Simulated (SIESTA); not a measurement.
# CuO (P1) in SIESTA: convergence with EnergyShift, part 2 of 2

SIESTA 5.4.2. Earlier steps stand in the parts before.

## 3. With EnergyShift 0.03

CuO.fdf

```
SystemName                      CuO
SystemLabel                     CuO
NumberOfSpecies                 2
NumberOfAtoms                   4
%block ChemicalSpeciesLabel
  1  29 Cu
  2   8 O
%endblock ChemicalSpeciesLabel

LatticeConstant                 1.0 Ang
%block LatticeVectors
     3.1795331000     0.0000000000     0.0000000000
    -1.5897665500     2.7535564400     0.0000000000
     0.0000000000     0.0000000000     4.4314907300
%endblock LatticeVectors
AtomicCoordinatesFormat         Fractional
%block AtomicCoordinatesAndAtomicSpecies
     0.0143570000     0.0135510000     0.0043770000  1  Cu
    -0.0205790000    -0.0050740000     0.4938040000  1  Cu
     0.3328320000     0.6608030000     0.2502360000  2  O
     0.6533420000     0.3179480000     0.7458560000  2  O
%endblock AtomicCoordinatesAndAtomicSpecies

%block kgrid.MonkhorstPack
    6   0   0  0.0
    0   6   0  0.0
    0   0   3  0.0
%endblock kgrid.MonkhorstPack
XC.Functional                   GGA
XC.Authors                      PBE
PAO.BasisSize                   DZP
PAO.EnergyShift                 0.03 Ry
Mesh.Cutoff                     800 Ry
OccupationFunction              FD
ElectronicTemperature           0.05 eV
MaxSCFIterations                120
SCF.MustConverge                false
SCF.Mixer.Method                Pulay
SCF.Mixer.Weight                0.25
SCF.Mixer.History               8
SCF.DM.Tolerance                5.0e-05
SCF.H.Tolerance                 1.0e-03 eV
WriteForces                     true
Charge.Mulliken                 end
%block PAO.Basis
  Cu 5
  n=3 0 2
    1.946 0.000
  n=4 0 2
    5.382 0.000
  n=3 1 2
    2.134 0.000
  n=4 1 1
    5.382
  n=3 2 2
    3.320 0.000
%endblock PAO.Basis
```

Potentials or basis: PseudoDojo 0.4 standard (PBE files), DZP (energy shift 0.03 Ry; two zetas on semicore shells).

The run is started by

```sh
> siesta CuO.fdf > CuO.out 2>&1
```

Wall time 16 s (1 thread of Arm Neoverse V1, shared host); peak memory 0.2 GiB.

Results (log left out):

```
Free energy            : -11207.8555 eV
Pressure               : -15.2 GPa
Largest force          : 0.965 eV/Å
Band gap on the k mesh : none (metal or under the smearing width)
```

## 4. With EnergyShift 0.02

Changes to CuO.fdf since step 3:

```diff
@@ -31,3 +31,3 @@
 PAO.BasisSize                   DZP
-PAO.EnergyShift                 0.03 Ry
+PAO.EnergyShift                 0.02 Ry
 Mesh.Cutoff                     800 Ry
@@ -47,11 +47,11 @@
   n=3 0 2
-    1.946 0.000
+    2.022 0.000
   n=4 0 2
-    5.382 0.000
+    5.715 0.000
   n=3 1 2
-    2.134 0.000
+    2.226 0.000
   n=4 1 1
-    5.382
+    5.715
   n=3 2 2
-    3.320 0.000
+    3.590 0.000
 %endblock PAO.Basis
```

Potentials or basis: PseudoDojo 0.4 standard (PBE files), DZP (energy shift 0.02 Ry; two zetas on semicore shells).

The run is started by

```sh
> siesta < CuO.fdf > CuO.out 2>&1
```

It took 20 s on 1 thread of Arm Neoverse V1, shared host; peak memory 0.21 GiB.

It converged, with:

```yaml
Free_energy: -11210.7988 eV
Pressure: -5.1 GPa
Largest_force: 1.085 eV/Å
Band_gap_on_the_k_mesh: none (metal or under the smearing width)
```

## 5. With EnergyShift 0.01

Changes to CuO.fdf since step 4:

```diff
@@ -31,3 +31,3 @@
 PAO.BasisSize                   DZP
-PAO.EnergyShift                 0.02 Ry
+PAO.EnergyShift                 0.01 Ry
 Mesh.Cutoff                     800 Ry
@@ -47,11 +47,11 @@
   n=3 0 2
-    2.022 0.000
+    2.152 0.000
   n=4 0 2
-    5.715 0.000
+    6.292 0.000
   n=3 1 2
-    2.226 0.000
+    2.384 0.000
   n=4 1 1
-    5.715
+    6.292
   n=3 2 2
-    3.590 0.000
+    4.057 0.000
 %endblock PAO.Basis
```

Potentials or basis: PseudoDojo 0.4 standard (PBE files), DZP (energy shift 0.01 Ry; two zetas on semicore shells).

The run is started by

```sh
> siesta CuO.fdf > CuO.out 2>&1
```

Wall time 28 s (1 thread of Arm Neoverse V1, shared host); peak memory 0.23 GiB.

Results (log left out):

- Free energy: -11213.0036 eV
- Pressure: 5.4 GPa
- Largest force: 1.155 eV/Å
- Band gap on the k mesh: none (metal or under the smearing width)

## 6. With EnergyShift 0.005

Changes to CuO.fdf since step 5:

```diff
@@ -31,3 +31,3 @@
 PAO.BasisSize                   DZP
-PAO.EnergyShift                 0.01 Ry
+PAO.EnergyShift                 0.005 Ry
 Mesh.Cutoff                     800 Ry
@@ -47,11 +47,11 @@
   n=3 0 2
-    2.152 0.000
+    2.276 0.000
   n=4 0 2
-    6.292 0.000
+    6.858 0.000
   n=3 1 2
-    2.384 0.000
+    2.542 0.000
   n=4 1 1
-    6.292
+    6.858
   n=3 2 2
-    4.057 0.000
+    4.548 0.000
 %endblock PAO.Basis
```

Potentials or basis: PseudoDojo 0.4 standard (PBE files), DZP (energy shift 0.005 Ry; two zetas on semicore shells).

The run is started by

```sh
> siesta CuO.fdf > CuO.out 2>&1
```

Wall time 37 s (1 thread of Arm Neoverse V1, shared host); peak memory 0.26 GiB.

The run converged. Its results:

```yaml
Free_energy: -11213.8051 eV
Pressure: 9.0 GPa
Largest_force: 1.153 eV/Å
Band_gap_on_the_k_mesh: none (metal or under the smearing width)
```

## 7. With EnergyShift 0.003

Changes to CuO.fdf since step 6:

```diff
@@ -31,3 +31,3 @@
 PAO.BasisSize                   DZP
-PAO.EnergyShift                 0.005 Ry
+PAO.EnergyShift                 0.003 Ry
 Mesh.Cutoff                     800 Ry
@@ -47,11 +47,11 @@
   n=3 0 2
-    2.276 0.000
+    2.369 0.000
   n=4 0 2
-    6.858 0.000
+    7.268 0.000
   n=3 1 2
-    2.542 0.000
+    2.657 0.000
   n=4 1 1
-    6.858
+    7.268
   n=3 2 2
-    4.548 0.000
+    4.927 0.000
 %endblock PAO.Basis
```

Potentials or basis: PseudoDojo 0.4 standard (PBE files), DZP (energy shift 0.003 Ry; two zetas on semicore shells).

The run is started by

```sh
> siesta < CuO.fdf > CuO.out 2>&1
```

Wall time 47 s (1 thread of Arm Neoverse V1, shared host); peak memory 0.28 GiB.

The run converged. Its results:

```
Free energy            : -11214.0949 eV
Pressure               : 8.7 GPa
Largest force          : 1.149 eV/Å
Band gap on the k mesh : none (metal or under the smearing width)
```

## 8. With EnergyShift 0.002

Changes to CuO.fdf since step 7:

```diff
@@ -31,3 +31,3 @@
 PAO.BasisSize                   DZP
-PAO.EnergyShift                 0.003 Ry
+PAO.EnergyShift                 0.002 Ry
 Mesh.Cutoff                     800 Ry
@@ -47,11 +47,11 @@
   n=3 0 2
-    2.369 0.000
+    2.442 0.000
   n=4 0 2
-    7.268 0.000
+    7.595 0.000
   n=3 1 2
-    2.657 0.000
+    2.749 0.000
   n=4 1 1
-    7.268
+    7.595
   n=3 2 2
-    4.927 0.000
+    5.222 0.000
 %endblock PAO.Basis
```

Potentials or basis: PseudoDojo 0.4 standard (PBE files), DZP (energy shift 0.002 Ry; two zetas on semicore shells).

The run is started by

```sh
> siesta < CuO.fdf > CuO.out 2>&1
```

Run time: 56 s. Hardware: 1 thread of Arm Neoverse V1, shared host; peak memory 0.3 GiB.

The run converged. Its results:

```yaml
Free_energy: -11214.2655 eV
Pressure: 8.4 GPa
Largest_force: 1.127 eV/Å
Band_gap_on_the_k_mesh: none (metal or under the smearing width)
```

## 9. With EnergyShift 0.001

Changes to CuO.fdf since step 8:

```diff
@@ -31,3 +31,3 @@
 PAO.BasisSize                   DZP
-PAO.EnergyShift                 0.002 Ry
+PAO.EnergyShift                 0.001 Ry
 Mesh.Cutoff                     800 Ry
@@ -47,11 +47,11 @@
   n=3 0 2
-    2.442 0.000
+    2.568 0.000
   n=4 0 2
-    7.595 0.000
+    8.147 0.000
   n=3 1 2
-    2.749 0.000
+    2.902 0.000
   n=4 1 1
-    7.595
+    8.147
   n=3 2 2
-    5.222 0.000
+    5.749 0.000
 %endblock PAO.Basis
```

Potentials or basis: PseudoDojo 0.4 standard (PBE files), DZP (energy shift 0.001 Ry; two zetas on semicore shells).

The run is started by

```sh
> siesta CuO.fdf > CuO.out 2>&1
```

Run time: 82 s. Hardware: 1 thread of Arm Neoverse V1, shared host; peak memory 0.35 GiB.

It converged, with:

| Property | Result |
| --- | --- |
| Free energy | -11214.4720 eV |
| Pressure | 8.1 GPa |
| Largest force | 1.111 eV/Å |
| Band gap on the k mesh | none (metal or under the smearing width) |

## 10. Summary

```
EnergyShift  energy less the tightest run, at zero smearing (meV/atom)  pressure (GPa)  largest force (eV/Å)  SCF cycles  CPU time (s)  peak memory (GiB)
       0.05                                                    3421.45          -37.16                 1.131          13            14               0.19
       0.03                                                    1654.24          -15.16                 0.965          12            16                0.2
       0.02                                                     918.37           -5.10                 1.085          13            20               0.21
       0.01                                                     367.18            5.39                 1.155          13            28               0.23
      0.005                                                     166.77            9.02                 1.153          12            37               0.26
      0.003                                                      94.31            8.73                 1.149          12            47               0.28
      0.002                                                      51.65            8.43                 1.127          12            56                0.3
      0.001                                                       0.00            8.05                 1.111          12            82               0.35
```

Not settled before the last step: the energy (to 1 meV/atom), the pressure (to 0.1 GPa), the largest force (to 0.005 eV/Å). The tightest run that finished is the yardstick and may itself not be fully converged.

Caveats: all runs use coarse meshes; short orbitals over semicore shells can move pressures by several GPa; the basis of atomic orbitals isn't converged, which shifts pressures, moduli and gaps; the run has no spin polarisation, though such a crystal can be magnetic; semilocal functionals often make such compounds metallic where correlation or magnetic order opens a gap, which also shifts bond lengths.
